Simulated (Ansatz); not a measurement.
LiF (started from an entry of an open crystallographic database) (r2SCAN geometry), in Ansatz:

Space group Fm-3m (No. 225). a = 3.990 Å, b = 3.990 Å, c = 3.990 Å, α = 90.00°, β = 90.00°, γ = 90.00°
```
atom  site  symmetry       x       y       z
  Li    4a      m-3m  0.0000  0.0000  0.0000
   F    4b      m-3m  0.5000  0.0000  0.0000
```

G0W0@PBE with 59 empty bands, a screening cutoff of 140 eV and a 6×6×6 mesh (PAW, contour deformation) gives 13.557 eV over the mesh points, from a PBE gap of 9.348 eV; it sums over 64 bands with 59 plane waves in the screening and a wave cutoff of 420 eV. G0W0 values are finite-basis, finite-mesh values. No spin polarisation and no zero-point or thermal motion.

Problem. Estimate the gap with empty bands 25, screening cutoff 80 eV.

Solution. 13.475 eV (-0.082 eV), from a Kohn-Sham gap of 9.348 eV.

Problem. Estimate the gap with empty bands 109, screening cutoff 210 eV.

Solution. 13.738 eV (+0.181 eV), from a Kohn-Sham gap of 9.348 eV.
